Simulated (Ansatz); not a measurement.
Runs of Ansatz 0.2.0 on Os. Symmetry: P6_3/mmc, No. 194, hexagonal system. Conventional cell: a = 2.734 Å, b = 2.734 Å, c = 4.320 Å, α = 90.00°, β = 90.00°, γ = 120.00°. Os (site symmetry -6m2) is surrounded by 12 Os at 2.68 to 2.73 Å. 

```csv
task,level,potentials or basis,spin,cell,k mesh,cutoff (eV),points for each segment of the path,mesh quality,gap on the mesh (eV),pressure (GPa),V0 of scaled cells (Å³/atom),B0 (GPa)
equation of state,HSE03,Ansatz PAW,off,as given,6 × 6 × 3,420,-,coarse,-,-,(a),443
equation of state,r2SCAN+rVV10,Ansatz PAW,off,as given,11 × 11 × 6,500,-,not flagged,-,-,13.92,439
band structure,HSE03,Ansatz PAW,off,as given,6 × 6 × 4,420,4,coarse,none,(b),-,-
equation of state,revPBE+D3(BJ),Ansatz PAW,off,as given,11 × 11 × 6,420,-,not flagged,-,-,(c),427
band structure,PBE,Ansatz NC,off,as given,11 × 11 × 6,1007,14,not flagged,none,(d),-,-
equation of state,LDA,Ansatz PAW,"SOC, no magnetisation",as given,11 × 11 × 6,420,-,not flagged,-,-,13.71,444
single point,PBE,Ansatz PAW,off,as given,11 × 11 × 6,600,-,not flagged,none,8.8,-,-
relaxation of cell and atoms,rPW86-PBE,Ansatz PAW,off,relaxed,11 × 11 × 6,420,-,not flagged,-,0.0,-,-
```

Alike in all rows: smearing fermi-dirac 0.05 eV.

Q: Fill in the values left out.

A: (a) 13.86; (b) -4.0; (c) 13.90; (d) 9.0.

Caveats: some runs use coarse meshes; the cell was scaled at fixed shape and fractional positions, which overstates the stiffness of a crystal with free parameters, most of all of layers and chains (some runs); the PAW data sets were made with another functional, which shifts forces and pressure a little (some runs); spin-orbit coupling is left out, which moves the levels of the heavy elements (some runs); the PAW data sets come from PBE, with cores solved anew for the run's functional, which leaves a small shift of forces and pressure (some runs); the thresholds are loose for stress (some runs); the potentials were made for another functional, which shifts forces and pressure (some runs); the plane-wave basis is chosen anew once the cell has moved, so the energies of steps on either side of that aren't comparable (some runs).

A k mesh can miss the band edges, and rows without SOC leave out spin-orbit coupling on Os.

A gap of «none» marks a metal or a gap under the smearing width.
